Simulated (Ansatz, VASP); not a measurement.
**Ru in VASP and in Ansatz**

INCAR

```
  PREC = Accurate
  ENCUT = 520
  EDIFF = 1E-6
  ISMEAR = 0
  SIGMA = 0.15
  LREAL = False
  LASPH = True
  NELM = 100
  ALGO = Fast
  ISIF = 2
  LWAVE = False
  LCHARG = True
  GGA = PS
  LELF = True
  LVHAR = True
  NBANDS = 21
```

File KPOINTS:

```
Automatic mesh
0
Gamma
  18 18 10
```

File POSCAR:

```
Ru
1.0
    2.8780000000      0.0000000000      0.0000000000
   -1.4390000000      2.4924211121      0.0000000000
    0.0000000000      0.0000000000      4.1503000000
Ru
2
Direct
    0.3333333333      0.6666666667      0.2500000000
    0.6666666667      0.3333333333      0.7500000000
```

Input for Ansatz:

```yaml
crystal:
  lattice:
    - [2.878, 0.0, 0.0]
    - [-1.439, 2.4924211121, 0.0]
    - [0.0, 0.0, 4.1503]
  atoms:
    - { symbol: Ru, position: [0.3333333333, 0.6666666667, 0.25] }
    - { symbol: Ru, position: [0.6666666667, 0.3333333333, 0.75] }
basis:
  ecutwfc: 420
kpoints:
  mp_grid: { grid: [18, 18, 10] }
hamiltonian:
  xc: pbesol
  pseudopotentials: { kind: paw, azcp: { folder: soft_1 } }
scf:
  occupations: { method: gaussian, width: 0.15 }
output:
  forces: true
  stress: true
  eigenvalues: true
  write_density: true
  write_potential: true
  elf: true
  volumetric_format: npy
```

Alike in both runs: task single point; functional PBEsol; k mesh 18 × 18 × 10; occupations gaussian, width 0.15 eV; no spin polarisation.

```csv
,VASP,Ansatz
version,VASP 6.6.1,Ansatz 0.2.0
potentials or method,"VASP PAW PBE potentials, release 64 (Ru_pv)","scalar-relativistic, plane waves, PAW"
plane-wave cutoff (eV),520,420
valence electrons in the cell,28,32
```

```csv
,VASP,Ansatz,Ansatz less VASP
gap on the k mesh at the Fermi level (eV),none,none,-
pressure (GPa),-26.3,-26.2,+0.15
largest component of the traceless stress (GPa),17.25,17.29,+0.038
```

A gap of «none» marks a metal or a gap that the smearing closes. The two sets of potentials don't hold the same shells in valence. Ansatz warned: «pseudo_functional_mismatch».

Caveats: so large a pressure means that the cell lies far from this level's equilibrium, or that cutoff or potentials fall short (VASP); the potentials were made for another functional, which shifts forces and pressure (VASP).
